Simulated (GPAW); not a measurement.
# InAs (F-43m) in GPAW: convergence with smearing function

Aim: find how far smearing function must go before the results for InAs settle, at LDA. This setting moves, with any that are tied to it; all else stays.

Program: GPAW 26.7.0. These are calculated values, not measurements. Logs are shortened: lines on timing, memory, paths and dates and some standing lists are left out, and cuts for length are marked. The log counts tension as positive stress, the text compression.

## (1) The structure

Symmetry: F-43m, No. 216, cubic system. The conventional cell has a = 6.036 Å, b = 6.036 Å, c = 6.036 Å, α = 90.00°, β = 90.00°, γ = 90.00°. In (site symmetry -43m) has 4 As at 2.61 Å as nearest neighbours. As (site symmetry -43m) has 4 In at 2.61 Å as nearest neighbours.

## (2) With smearing function fermi-dirac

Input file run.py:

```python
from ase import Atoms
from ase.dft.bandgap import bandgap
from ase.io import write
from ase.units import GPa
from gpaw import GPAW, PW

atoms = Atoms(['In', 'As'],
              cell=[[0.0, 3.018, 3.018],
                    [3.018, 0.0, 3.018],
                    [3.018, 3.018, 0.0]],
              scaled_positions=[[0.0, 0.0, 0.0],
                                [0.75, 0.75, 0.75]],
              pbc=True)

calc = GPAW(mode=PW(600),
            xc='LDA',
            kpts={'size': (8, 8, 8), 'gamma': True},
            occupations={'name': 'fermi-dirac', 'width': 0.1},
            nbands=18,
            convergence={'density': 1e-05, 'energy': 1e-05},
            maxiter=100,
            txt='gpaw.txt')
atoms.calc = calc
energy = atoms.get_potential_energy()
forces = atoms.get_forces()
stress = atoms.get_stress()
calc.write('gs.gpw')
write('result.traj', atoms)
print(f'Energy: {energy:.6f} eV')
print('Forces (eV/A):')
print(forces.round(4))
print('Stress (GPa):', (stress / GPa).round(3))
print('Fermi level:', round(calc.get_fermi_level(), 4), 'eV')
print(f'Gap: {bandgap(calc)[0]:.4f} eV, direct: {bandgap(calc, direct=True)[0]:.4f} eV')
```

Potentials or basis: the program's PAW data sets (release 1.2.1) made for this functional, pw.

Started as:

```
OMP_NUM_THREADS=1 python run.py
```

gpaw.txt:

```text
__  _  _
 | _ |_)|_||  |
 |__||  | ||/\| - 26.7.0

Input parameters:
  mode=PW(ecut=600.0),
  convergence={'density': 1e-05, 'energy': 1e-05},
  kpts=MonkhorstPack(size=(8, 8, 8), gamma=True),
  maxiter=100,
  nbands=18,
  occupations=Occupations(name='fermi-dirac', width=0.1),
  xc=XC(name='LDA')

Diagonalizing LCAO Hamiltonian
Converting LCAO to pw mode

                     As

       In

Atoms  # Å, Bohr magnetons
|   | symbol |        x |        y |        z |    initial magnetic moments |
|---|--------|----------|----------|----------|-----------------------------|
| 0 |     In | 0.000000 | 0.000000 | 0.000000 | ( 0.0000,  0.0000,  0.0000) |
| 1 |     As | 4.527000 | 4.527000 | 4.527000 | ( 0.0000,  0.0000,  0.0000) |

Unit cell  # Å
| periodic |        x |        y |        z |  lengths |    angles |
|----------|----------|----------|----------|----------|-----------|
|      yes | 0.000000 | 3.018000 | 3.018000 | 4.268097 | 60.000000 |
|      yes | 3.018000 | 0.000000 | 3.018000 | 4.268097 | 60.000000 |
|      yes | 3.018000 | 3.018000 | 0.000000 | 4.268097 | 60.000000 |

Number of symmetries: 24
Symmetry operations  # r_c * U_cc + t_c -> r_c
|    | kind |            matrix            |
|----|------|------------------------------|
|  0 |  E   |  1, 0, 0,  0, 1, 0,  0, 0, 1 |
|  1 |  σ   |  1, 0, 0,  0, 0, 1,  0, 1, 0 |
|  2 |  σ   |  1, 0,-1,  0, 1,-1,  0, 0,-1 |
|  3 |  C3  |  1, 0,-1,  0, 0,-1,  0, 1,-1 |
|  4 |  C3  |  1,-1, 0,  0,-1, 1,  0,-1, 0 |
|  5 |  σ   |  1,-1, 0,  0,-1, 0,  0,-1, 1 |
|  6 |  σ   |  0, 1, 0,  1, 0, 0,  0, 0, 1 |
|  7 |  C3  |  0, 1, 0,  0, 0, 1,  1, 0, 0 |
|  8 |  C2  |  0, 1,-1,  1, 0,-1,  0, 0,-1 |
|  9 |  S4  |  0, 1,-1,  0, 0,-1,  1, 0,-1 |
| 10 |  C3  |  0, 0, 1,  1, 0, 0,  0, 1, 0 |
| 11 |  σ   |  0, 0, 1,  0, 1, 0,  1, 0, 0 |
| 12 |  S4  |  0, 0,-1,  1, 0,-1,  0, 1,-1 |
| 13 |  C3  |  0, 0,-1,  0, 1,-1,  1, 0,-1 |
| 14 |  S4  |  0,-1, 1,  1,-1, 0,  0,-1, 0 |
| 15 |  C2  |  0,-1, 1,  0,-1, 0,  1,-1, 0 |
| 16 |  C3  |  0,-1, 0,  1,-1, 0,  0,-1, 1 |
| 17 |  S4  |  0,-1, 0,  0,-1, 1,  1,-1, 0 |
| 18 |  S4  | -1, 1, 0, -1, 0, 1, -1, 0, 0 |
| 19 |  C3  | -1, 1, 0, -1, 0, 0, -1, 0, 1 |
| 20 |  C3  | -1, 0, 1, -1, 1, 0, -1, 0, 0 |
[... 111 lines left out ...]
  Old densities: 10
  SVD Regularization: 0.005
  Good broyden scale: 1.0
  Trust region scale: 1.0
  Backstep threshold: 4.0
  History deletion threshold: 6.0
  Fourier metric: weight=20.0, sigma=0.015

occupation numbers:
  Fermi-Dirac:
    width: 0.1000  # eV

poisson solver:
  ecut: 4800.0  # eV

xc functional:
  name: None

convergence criteria:
- Maximum integral of absolute [dens]ity change: 1e-05 electrons / valence electron
- Maximum [total energy] change in last 3 cyles: 1e-05 eV / valence electron
- Maximum integral of absolute [eigenst]ate change: 4e-08 eV^2 / valence electron
maximum number of iterations: 100

SCF iterations
|iter     | |      energy | eigst |  dens |
|---------|-|-------------|-------|-------|
|iter:   1| |   -9.528444 | -0.30 |       |
|iter:   2| |   -9.480805 | -2.36 | -1.19 |
|iter:   3| |   -9.279368 | -2.01 | -1.23 |
|iter:   4| |   -9.275862 | -3.51 | -1.83 |
|iter:   5| |   -9.275453 | -4.26 | -2.39 |
|iter:   6| |   -9.275464 | -5.83 | -3.17 |
|iter:   7| |   -9.275466c| -6.83 | -3.66 |
|iter:   8| |   -9.275466c| -7.53c| -4.73 |
|iter:   9| |   -9.275466c| -8.37c| -5.34c|

Converged in 9 steps
Energy contributions relative to reference atoms: (reference = -221254.198245)

Energy contributions:
  Kinetic:          23.639355
  Coulomb:         -21.856295
  Zero:              0.117560
  External:          0.000000
  Xc:              -11.175246
  Entropy:          -0.001680
  Spinorbit:         0.000000
  ----------------------------
  Free energy:      -9.276306
  Extrapolated:     -9.275466

dipole moment: (-17.262682, -17.262682, -17.262682)  # |e|*Ang

Fermi level: 4.772
Eigenvalues  # (at kpt = [0.000, 0.000, 0.000])
| band index |      eig [eV] | occ [0-2] |
|------------|---------------|-----------|
|          0 |        -9.663 |     2.000 |
|        ... |               |           |
|          2 |        -9.663 |     2.000 |
|          3 |        -9.530 |     2.000 |
|          4 |        -9.530 |     2.000 |
|          5 |        -7.373 |     2.000 |
|          6 |         4.194 |     1.994 |
|          7 |         4.598 |     1.701 |
[... 8 lines left out ...]
|         16 |        14.975 |     0.000 |
|         17 |        14.975 |     0.000 |

No gap
No difference between direct/indirect transitions

Forces  # eV/Ang
|       x |        y |        z |
|---------|----------|----------|
| 0.00000 | -0.00000 |  0.00000 |  # In   0
| 0.00000 |  0.00000 | -0.00000 |  # As   1

Stress tensor  # eV/Ang^3
|         x |         y |         z |
|-----------|-----------|-----------|
|  0.003183 | -0.000000 | -0.000000 |
| -0.000000 |  0.003183 |  0.000000 |
| -0.000000 |  0.000000 |  0.003183 |

# Writing to gs.gpw (mode='')
```

Run time: 12 s. Hardware: 1 thread of Arm Neoverse V2, shared host; peak memory 0.16 GiB.

Results:

```
Free energy            : -9.2763 eV
Pressure               : -0.5 GPa
Band gap on the k mesh : none (metal or under the smearing width)
```

## (3) With smearing function gaussian

run.py: that of step 2 with these lines changed.

```diff
@@ -17,3 +17,3 @@
             kpts={'size': (8, 8, 8), 'gamma': True},
-            occupations={'name': 'fermi-dirac', 'width': 0.1},
+            occupations={'name': 'methfessel-paxton', 'order': 0, 'width': 0.1},
             nbands=18,
```

Potentials or basis: the program's PAW data sets (release 1.2.1) made for this functional, pw.

Started as:

```
OMP_NUM_THREADS=1 python run.py
```

It took 12 s on 1 thread of Arm Neoverse V2, shared host; peak memory 0.16 GiB.

It converged, with:

| Quantity | Value |
| --- | --- |
| Free energy | -9.2755 eV |
| Pressure | -0.5 GPa |
| Band gap on the k mesh | none (metal or under the smearing width) |

## (4) With smearing function marzari-vanderbilt

run.py: that of step 3 with these lines changed.

```diff
@@ -17,3 +17,3 @@
             kpts={'size': (8, 8, 8), 'gamma': True},
-            occupations={'name': 'methfessel-paxton', 'order': 0, 'width': 0.1},
+            occupations={'name': 'marzari-vanderbilt', 'width': 0.1},
             nbands=18,
```

Started as:

```
OMP_NUM_THREADS=1 python run.py
```

It took 12 s on 1 thread of Arm Neoverse V2, shared host; peak memory 0.16 GiB.

It converged, with:

```yaml
Free_energy: -9.2753 eV
Pressure: -0.5 GPa
Band_gap_on_the_k_mesh: none (metal or under the smearing width)
```

## (5) With smearing function methfessel-paxton

run.py: that of step 4 with these lines changed.

```diff
@@ -17,3 +17,3 @@
             kpts={'size': (8, 8, 8), 'gamma': True},
-            occupations={'name': 'marzari-vanderbilt', 'width': 0.1},
+            occupations={'name': 'methfessel-paxton', 'width': 0.1},
             nbands=18,
```

Started as:

```
OMP_NUM_THREADS=1 python run.py
```

Wall time 12 s (1 thread of Arm Neoverse V2, shared host); peak memory 0.16 GiB.

The run converged. Its results:

| Property | Result |
| --- | --- |
| Free energy | -9.2755 eV |
| Pressure | -0.5 GPa |
| Band gap on the k mesh | none (metal or under the smearing width) |

## (6) With smearing function tetrahedron-method

run.py: that of step 5 with these lines changed.

```diff
@@ -17,3 +17,3 @@
             kpts={'size': (8, 8, 8), 'gamma': True},
-            occupations={'name': 'methfessel-paxton', 'width': 0.1},
+            occupations={'name': 'tetrahedron-method'},
             nbands=18,
```

Potentials or basis: the program's PAW data sets (release 1.2.1) made for this functional, pw.

Started as:

```
OMP_NUM_THREADS=1 python run.py
```

Run time: 12 s. Hardware: 1 thread of Arm Neoverse V2, shared host; peak memory 0.16 GiB.

Results (log left out):

```
Free energy            : -9.2752 eV
Pressure               : -0.5 GPa
Band gap on the k mesh : none (metal or under the smearing width)
```

## (7) With smearing function improved-tetrahedron-method

run.py: that of step 6 with these lines changed.

```diff
@@ -17,3 +17,3 @@
             kpts={'size': (8, 8, 8), 'gamma': True},
-            occupations={'name': 'tetrahedron-method'},
+            occupations={'name': 'improved-tetrahedron-method'},
             nbands=18,
```

Started as:

```
OMP_NUM_THREADS=1 python run.py
```

Run time: 12 s. Hardware: 1 thread of Arm Neoverse V2, shared host; peak memory 0.16 GiB.

Results (log left out):

* Free energy: -9.2752 eV
* Pressure: -0.5 GPa
* Band gap on the k mesh: none (metal or under the smearing width)

## (8) With smearing function fixed

run.py: that of step 7 with these lines changed.

```diff
@@ -17,3 +17,3 @@
             kpts={'size': (8, 8, 8), 'gamma': True},
-            occupations={'name': 'improved-tetrahedron-method'},
+            occupations={'width': 0.0},
             nbands=18,
```

Started as:

```
OMP_NUM_THREADS=1 python run.py
```

Wall time 12 s (1 thread of Arm Neoverse V2, shared host); peak memory 0.16 GiB.

The run converged. Its results:

- Free energy: -9.2752 eV
- Pressure: -0.5 GPa
- Band gap on the k mesh: none (metal or under the smearing width)

## (9) The series at a glance

```csv
smearing function,"energy less the tightest run, at zero smearing (meV/atom)",SCF cycles,CPU time (s),peak memory (GiB)
fermi-dirac,-0.13,9,12,0.16
gaussian,-0.07,9,12,0.16
marzari-vanderbilt,-0.03,9,12,0.16
methfessel-paxton,-0.07,9,12,0.16
tetrahedron-method,0.00,9,12,0.16
improved-tetrahedron-method,0.00,9,12,0.16
fixed,0.00,9,12,0.16
```

Against the tightest run, the energy stays within 1 meV/atom from fermi-dirac on. Narrower smearing needs a denser k mesh, so at a fixed mesh the narrowest width isn't the most accurate. The tightest run that finished is the yardstick and may itself not be fully converged.
